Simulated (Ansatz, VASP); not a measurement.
One calculation of HfC, two programs

File INCAR:

```
PREC = Accurate ; ENCUT = 520
EDIFF = 1E-7 ; ISMEAR = -1
SIGMA = 0.05 ; LREAL = F
LASPH = T ; NELM = 60
ALGO = Normal ; ISIF = 2
LWAVE = F ; LCHARG = F
GGA = PS ; NBANDS = 22
```

Contents of KPOINTS:

```
regular mesh
0
Gamma
  9 9 5
```

The input POSCAR:

```
HfC
1.0
    3.3428660531      0.0000000000      0.0000000000
   -1.6714330265      2.8950069234      0.0000000000
    0.0000000000      0.0000000000      5.2027140000
Hf C
2 2
Direct
    0.3387840000      0.6665510000      0.2562210000
    0.6766480000      0.3424410000      0.7491100000
    0.0096910000      0.0067720000      0.4996400000
    0.0012890000     -0.0052170000      0.0030640000
```

input.yaml

```yaml
crystal:
  lattice:
    - [3.3428660531, 0.0, 0.0]
    - [-1.6714330265, 2.8950069234, 0.0]
    - [0.0, 0.0, 5.202714]
  atoms:
    - { symbol: Hf, position: [0.338784, 0.666551, 0.256221] }
    - { symbol: Hf, position: [0.676648, 0.342441, 0.74911] }
    - { symbol: C, position: [0.009691, 0.006772, 0.49964] }
    - { symbol: C, position: [0.001289, -0.005217, 0.003064] }
hamiltonian:
  xc: pbesol
  pseudopotentials: { kind: paw }
kpoints:
  mp_grid: { grid: [9, 9, 5] }
scf:
  occupations: { method: fermi_dirac, width: 0.05 }
output:
  forces: true
  stress: true
  eigenvalues: true
```

Change from the starting cell: atoms moved at random, drawn with an rms of 0.05 Å.

Alike in both runs: task single point; functional PBEsol; k mesh 9 × 9 × 5; occupations fermi-dirac, width 0.05 eV; no spin polarisation.

```csv
,VASP,Ansatz
version,VASP 6.6.1,Ansatz 0.2.0
potentials or method,"VASP PAW PBE potentials, release 64 (Hf_pv, C)",Ansatz PAW
plane-wave cutoff (eV),520,420
valence electrons in the cell,28,60
```

```csv
,VASP,Ansatz,Ansatz less VASP
gap on the k mesh at the Fermi level (eV),none,none,-
pressure (GPa),-7.7,-7.2,+0.51
largest component of the traceless stress (GPa),2.03,2.01,-0.024
rms of the force components (eV/Å),0.279,0.279,-0.0001
```

Atom by atom the forces differ by 0.001 eV/Å (rms over components). A gap of «none» marks a metal or a gap that the smearing closes. With one functional, cell and mesh, what is left measures potentials, basis and numerics. The two sets of potentials don't hold the same shells in valence.

Caveats: the PAW data sets were made with another functional, which shifts forces and pressure a little (VASP); the PAW data sets come from PBE, with cores solved anew for the run's functional, which leaves a small shift of forces and pressure (Ansatz). The runs have no spin-orbit coupling, so splittings on Hf are missing.
